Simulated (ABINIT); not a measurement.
Write the native input for ABINIT 10.8.3 (patched build) that does the following.

```yaml
Task: band structure
Functional: AM05
Potentials_or_basis: JTH PAW PBE v2.0
Cutoff: 707 eV
k_mesh: 9 × 9 × 9
Occupations: fermi-dirac, width 0.05 eV
Spin: no spin polarisation
Fine-grid_cutoff: 1306.15 eV
```

Crystal: ZnS.

```xyz
2
Lattice="0.0000 2.7020 2.7020 2.7020 0.0000 2.7020 2.7020 2.7020 0.0000" Properties=species:S:1:pos:R:3 pbc="T T T"
Zn    4.0530    4.0530    4.0530
S     0.0000    0.0000    0.0000
```

The input as run:

run.abi

```
ndtset 2

pp_dirpath "./"
pseudos "Zn.GGA_PBE-JTH.xml, S.GGA_PBE-JTH.xml"

acell 3.8212050455 3.8212050455 3.8212050455 Angstrom
rprim
     0.0000000000     0.7071067812     0.7071067812
     0.7071067812     0.0000000000     0.7071067812
     0.7071067812     0.7071067812     0.0000000000
ntypat 2
znucl 30 16
natom 2
typat 1 2
xcart
     4.0530000000     4.0530000000     4.0530000000
     0.0000000000     0.0000000000     0.0000000000 Angstrom

ecut 26.0
pawecutdg 48.0
pawxcdev 0

ixc -120135

occopt 3
tsmear 0.05 eV

nstep 100

iomode 3
prtwf 0
prteig 0
prtebands 0
enunit 1
prtden1 1

kptopt1 1
ngkpt1 9 9 9
nshiftk1 1
shiftk1 0.0 0.0 0.0
nband1 13
tolvrs1 1.0e-9

iscf2 -2
getden2 1
nband2 19
nbdbuf2 4
tolwfr2 1.0e-11
kptopt2 -9
ndivsm2 6
prteig2 1
kptbounds2
     0.0000000000     0.0000000000     0.0000000000
     0.5000000000     0.0000000000     0.5000000000
     0.5000000000     0.2500000000     0.7500000000
     0.3750000000     0.3750000000     0.7500000000
     0.0000000000     0.0000000000     0.0000000000
     0.5000000000     0.5000000000     0.5000000000
     0.6250000000     0.2500000000     0.6250000000
     0.5000000000     0.2500000000     0.7500000000
     0.5000000000     0.5000000000     0.5000000000
     0.3750000000     0.3750000000     0.7500000000
```

Potentials or basis: JTH PAW PBE v2.0.

Run with:

```console
$ abinit run.abi > log 2>&1
```

Results of the run:

The pressure is -1.6 GPa. The band gap on the k mesh is 2.08 eV, direct and the band gap along the path is 2.08 eV, direct. The valence electrons inside the program's atomic spheres are Zn 10.81; S 3.59.

Caveat: the PAW data sets were made with another functional, which shifts forces and pressure a little.

Wall time 110 s on 1 thread of Intel(R) Xeon(R) 6975P-C (Granite Rapids), on a shared host, peak memory 0.15 GiB.
